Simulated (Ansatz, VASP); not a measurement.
**One calculation of MgI2, two programs**

```
Mg I
1.0
     3.90878    0.00000    0.00000
    -1.95439    3.38510    0.00000
     0.00000    0.00000    7.74887
Mg I
1 2
Direct
  0.00000 0.00000 0.00000
  0.33333 0.66667 0.75763
  0.66667 0.33333 0.24237
```

Alike in both runs: task single point; functional LDA; k mesh 9 × 9 × 4; occupations gaussian, width 0.05 eV; no spin polarisation.

```csv
,VASP,Ansatz
version,VASP 6.6.1,Ansatz 0.2.0
potentials or method,"VASP PAW LDA potentials, release 64 (Mg, I)","scalar-relativistic, plane waves, PAW"
plane-wave cutoff (eV),520,420
valence electrons in the cell,16,44
```

```csv
,VASP,Ansatz,Ansatz less VASP
gap on the k mesh at the Fermi level (eV),2.80,2.81,+0.014
least direct gap on the mesh (eV),2.87,2.86,-0.008
pressure (GPa),-1.1,-1.0,+0.11
largest component of the traceless stress (GPa),4.21,4.22,+0.014
rms of the force components (eV/Å),0.348,0.342,-0.0067
```

Atom by atom the forces differ by 0.007 eV/Å (rms over components). The two sets of potentials don't hold the same shells in valence.

Caveats: spin-orbit coupling is left out, which moves the levels of the heavy elements; an odd mesh through Γ misses points on the zone boundary, where band edges often lie. LDA gaps usually lie below the measured ones, often by a third to a half.
